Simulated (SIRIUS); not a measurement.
TePb:

```
Pb Te
1.0
     0.00000    3.23100    3.23100
     3.23100    0.00000    3.23100
     3.23100    3.23100    0.00000
Pb Te
1 1
Direct
  0.00000 0.00000 0.00000
  0.50000 0.50000 0.50000
```

Base run:

```yaml
Program: SIRIUS 7.12.0
Functional: PBEsol
Potentials_or_basis: PseudoDojo 0.4.1 PBE standard (scalar relativistic)
Cutoff: 1102 eV
Density_cutoff: 4408 eV
k_mesh: 6 × 6 × 6
Occupations: fermi-dirac, width 0.05 eV
Spin: no spin polarisation
```

Its results: band gap on the k mesh 0.67 eV; pressure -0.3 GPa.

The run is repeated on the same cell with these changes: functional from PBEsol to LDA; libxc names from ["XC_GGA_X_PBE_SOL", "XC_GGA_C_PBE_SOL"] to ["XC_LDA_X", "XC_LDA_C_PW"]. What comes out?

Band gap on the k mesh 0.65 eV; pressure -1.7 GPa.

Caveats: the potentials were made for another functional, which shifts forces and pressure; spin-orbit coupling is left out, which as a rule narrows the gap of such compounds by several tenths of an eV.

A k mesh can miss the band edges.
